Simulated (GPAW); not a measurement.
# NaCl: equation of state with PW91+D3(BJ)

Crystal: NaCl.

```
Cl Na
1.0
     3.50219    0.00000    0.00000
     0.00000    3.50219    0.00000
     0.00000    0.00000    3.50219
Cl Na
1 1
Direct
  0.50000 0.50000 0.50000
  0.00000 0.00000 0.00000
```

Measurements of this composition are mostly on another form, of space group No. 225.

```
Program             : GPAW 26.7.0
Task                : equation of state
Functional          : PW91
Dispersion          : D3(BJ)
Potentials or basis : PAW data sets generated in the run's folder for this functional
Cutoff              : 800 eV
Basis               : pw
k mesh              : 6 × 6 × 6
Occupations         : fermi-dirac, width 0.05 eV
Spin                : no spin polarisation
Maxiter             : 150
Eos scales          : [0.94, 0.96, 0.98, 1.0, 1.02, 1.04, 1.06]
```

| Quantity | Value |
| --- | --- |
| Equilibrium volume | 20.57 Å³/atom |
| Bulk modulus | 29 GPa |
| Pressure derivative of the bulk modulus | 4.7 |

Energy against volume, from the lowest point:
```csv
volume (Å³/atom),energy (meV/atom)
20.189,0.65
20.619,0.00
21.048,0.94
21.478,3.29
21.907,6.90
22.337,11.62
22.766,17.32
```

Wall time 60 s on 1 thread of Arm Neoverse V2, with other jobs on the host, peak memory 0.21 GiB.
